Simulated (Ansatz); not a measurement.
## In (I4/mmm): electronic heat capacity and spin susceptibility from the density of states

Method: DFT PBE, scalar-relativistic, plane waves, PAW in Ansatz 0.2.0.

Plane waves to 420 eV, a k mesh through Γ of 18×18×18 on the computed 1-atom cell and Gaussian smearing (0.10 eV); no spin polarisation.

Relaxed cell: I4/mmm, a = 3.390 Å, b = 3.390 Å, c = 4.785 Å, α = 90.00°, β = 90.00°, γ = 90.00°, 1 atom in the primitive cell.

The density of states at the Fermi level is 0.436 states/eV in the cell of 1 atom (1 formula unit; both spins, tetrahedra on a 27×27×27 mesh).

What Sommerfeld coefficient and Pauli susceptibility does this give?

Per formula unit N(E_F) = 0.436 states/eV. γ = (π²/3) k_B² N(E_F) N_A = 2.357 mJ/(mol K²) per state/eV, so γ = 1.0 mJ/(mol K²), a mole of formula units. χ_P = μ_B² N(E_F) N_A = 3.23×10⁻⁵ emu/mol per state/eV gives 1.4×10⁻⁵ emu/mol. This is the bare band result: a measured γ of the same phase is as a rule larger by a factor 1 + λ from phonons and spin fluctuations, the spin part of χ is larger by the Stoner factor, and a measured χ also holds orbital and core terms. N(E_F) at one energy is sensitive to the mesh where the density of states has sharp peaks.